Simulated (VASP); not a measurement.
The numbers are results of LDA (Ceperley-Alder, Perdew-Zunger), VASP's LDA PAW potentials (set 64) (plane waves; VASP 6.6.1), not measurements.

Input for VASP

**POSCAR**
```
NaBr
1
    0.0000000000     2.9229804460     2.9229804460
    2.9229804460     0.0000000000     2.9229804460
    2.9229804460     2.9229804460     0.0000000000
Na Br
1 1
Direct
  0.0000000000   0.0000000000   0.0000000000
  0.5000000000   0.5000000000   0.5000000000
```

**KPOINTS**
```
Automatic mesh
0
Gamma
8 8 8
0 0 0
```

**INCAR**
```
SYSTEM = NaBr
PREC = Accurate
ENCUT = 520
EDIFF = 1E-7
NELM = 100
ALGO = Normal
LREAL = .FALSE.
LASPH = .TRUE.
ISMEAR = 0
SIGMA = 0.05
LMAXMIX = 4
LWAVE = .FALSE.
LCHARG = .FALSE.
ISIF = 2
```

POTCAR, in this order: Na_pv Br (LDA.64 set). Program: vasp_std.

The resulting files:

### OSZICAR
```
       N       E                     dE             d eps       ncg     rms          rms(c)
DAV:   1     0.849624583766E+02    0.84962E+02   -0.72253E+03   638   0.124E+03
DAV:   2     0.784309218009E-01   -0.84884E+02   -0.79121E+02   744   0.255E+02
DAV:   3    -0.674288358695E+01   -0.68213E+01   -0.67835E+01   770   0.734E+01
DAV:   4    -0.686983070126E+01   -0.12695E+00   -0.12687E+00   728   0.111E+01
DAV:   5    -0.687165903130E+01   -0.18283E-02   -0.18283E-02   734   0.134E+00    0.160E+00
DAV:   6    -0.676669254884E+01    0.10497E+00   -0.15289E-01   743   0.290E+00    0.980E-01
DAV:   7    -0.674891988948E+01    0.17773E-01   -0.57994E-02   802   0.165E+00    0.508E-01
DAV:   8    -0.674813740521E+01    0.78248E-03   -0.30816E-03   737   0.601E-01    0.110E-01
DAV:   9    -0.674808299270E+01    0.54413E-04   -0.14856E-04   725   0.124E-01    0.418E-02
DAV:  10    -0.674808699529E+01   -0.40026E-05   -0.16927E-05   768   0.532E-02    0.210E-03
DAV:  11    -0.674808689474E+01    0.10055E-06   -0.13313E-06   731   0.162E-02    0.614E-04
DAV:  12    -0.674808689482E+01   -0.76398E-10   -0.52285E-08   409   0.292E-03
   1 F= -.67480869E+01 E0= -.67480869E+01  d E =-.197562E-12
```

File OUTCAR:
```
------------------------ aborting loop because EDIFF is reached ----------------------------------------
  FORCE on cell =-STRESS in cart. coord.  units (eV):
  Direction    XX          YY          ZZ          XY          YZ          ZX
  --------------------------------------------------------------------------------------
  Total       -0.2338255     -0.2338255     -0.2338255      0.0000000      0.0000000      0.0000000
  in kB       -7.5005780     -7.5005780     -7.5005780      0.0000000      0.0000000      0.0000000
  external PRESSURE =      -7.5005780 kB  Pullay stress =       0.0000000 kB
  volume of cell :       49.95
      direct lattice vectors                 reciprocal lattice vectors
     0.000000000  2.922980446  2.922980446    -0.171058277  0.171058277  0.171058277
     2.922980446  0.000000000  2.922980446     0.171058277 -0.171058277  0.171058277
     2.922980446  2.922980446  0.000000000     0.171058277  0.171058277 -0.171058277
 POSITION                                       TOTAL-FORCE (eV/Angst)
 -----------------------------------------------------------------------------------
      0.00000      0.00000      0.00000         0.000000      0.000000      0.000000
      2.92298      2.92298      2.92298        -0.000000     -0.000000     -0.000000
 -----------------------------------------------------------------------------------
    total drift:                                0.000000     -0.000000     -0.000000
  FREE ENERGIE OF THE ION-ELECTRON SYSTEM (eV)
  ---------------------------------------------------
  free  energy   TOTEN  =        -6.7480868948 eV

  energy  without entropy=       -6.7480868948  energy(sigma->0) =       -6.74808689
```
(Selected blocks of OUTCAR.)

OUTCAR:
```
 val. band max:       -0.4911404047   @ k =   0.0000   0.0000   0.0000

 cond. band min:       3.4986173466   @ k =   0.0000   0.0000   0.0000


 Fermi energy:        -0.2645069128

 k-point     1 :       0.0000    0.0000    0.0000
  band No.  band energies     occupation
      1     -21.9175      2.00000
      2     -21.9175      2.00000
      3     -21.9175      2.00000
      4     -13.4818      2.00000
      5      -0.4911      2.00000
      6      -0.4911      2.00000
      7      -0.4911      2.00000
      8       3.4986      0.00000
      9       9.1813      0.00000
     10       9.1813      0.00000
     11       9.1813      0.00000

 k-point     2 :       0.1250    0.0000    0.0000
  band No.  band energies     occupation
      1     -21.9207      2.00000
      2     -21.9177      2.00000
      3     -21.9177      2.00000
      4     -13.4335      2.00000
      5      -0.9913      2.00000
      6      -0.5419      2.00000
      7      -0.5419      2.00000
      8       4.0909      0.00000
      9       8.6647      0.00000
     10       9.3754      0.00000
     11       9.3754      0.00000

 k-point     3 :       0.2500    0.0000    0.0000
  band No.  band energies     occupation
      1     -21.9286      2.00000
      2     -21.9182      2.00000
      3     -21.9182      2.00000
      4     -13.3130      2.00000
      5      -1.8915      2.00000
      6      -0.6591      2.00000
      7      -0.6591      2.00000
      8       5.0576      0.00000
      9       8.3573      0.00000
     10       9.4008      0.00000
     11       9.4008      0.00000

 k-point     4 :       0.3750    0.0000    0.0000
  band No.  band energies     occupation
      1     -21.9364      2.00000
      2     -21.9187      2.00000
      3     -21.9187      2.00000
      4     -13.1868      2.00000
      5      -2.5944      2.00000
      6      -0.7697      2.00000
      7      -0.7697      2.00000
      8       5.4296      0.00000
      9       9.0539      0.00000
...
```

The compound is NaBr in the rock salt structure. This cell is one point of a volume scan, at 1.03 of the reference volume.
